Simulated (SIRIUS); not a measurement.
**Pt: equation of state with PBEsol**

Pt:

```
Pt
1.0
     0.00000    1.96090    1.96090
     1.96090    0.00000    1.96090
     1.96090    1.96090    0.00000
Pt
1
Cartesian
  0.0000 0.0000 0.0000
```

* Program: SIRIUS 7.10.0
* Task: equation of state
* Functional: PBEsol
* Potentials or basis: PseudoDojo 0.4.1 PBEsol standard (scalar relativistic)
* Cutoff: 1152 eV
* Density cutoff: 4606 eV
* k mesh: 12 × 12 × 12
* Occupations: fermi-dirac, width 0.05 eV
* Spin: no spin polarisation

```
Equilibrium volume                      : 15.02 Å³/atom
Bulk modulus                            : 287 GPa
Pressure derivative of the bulk modulus : 5.3
```

Energy against volume, from the lowest point:
```csv
volume (Å³/atom),energy (meV/atom)
14.175,47.79
14.477,18.76
14.778,3.37
15.080,0.00
15.381,7.24
15.683,23.83
15.985,48.63
```

All runs of the series together: 4.2 min on 1 thread of Arm Neoverse V1, on a shared host.

The run has no spin-orbit coupling, so splittings on Pt are missing.
